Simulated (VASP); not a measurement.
**Mg: equation of state with PBE**

Mg:

```xyz
1
Lattice="-1.7728 1.7728 1.7728 1.7728 -1.7728 1.7728 1.7728 1.7728 -1.7728" Properties=species:S:1:pos:R:3 pbc="T T T"
Mg    0.0000    0.0000    0.0000
```

This isn't the form of Mg at room conditions, which is hcp.

```json
{
 "Program": "VASP 6.6.1",
 "Task": "equation of state",
 "Functional": "PBE",
 "Potentials or basis": "VASP PAW PBE potentials, release 64 (Mg)",
 "Cutoff": "520 eV",
 "k mesh": "11 × 11 × 11",
 "Occupations": "fermi-dirac, width 0.05 eV",
 "Spin": "no spin polarisation"
}
```

```
Equilibrium volume                      : 22.76 Å³/atom
Bulk modulus                            : 37 GPa
Pressure derivative of the bulk modulus : 4.0
```

Energy against volume, from the lowest point:
```csv
volume (Å³/atom),energy (meV/atom)
20.948,18.96
21.394,10.42
21.839,4.58
22.285,1.18
22.731,0.00
23.176,0.82
23.622,3.46
```

It used 23 s of CPU time on 1 thread of Intel(R) Xeon(R) Platinum 8559C (Emerald Rapids), with other jobs on the host, which was overloaded at the time.
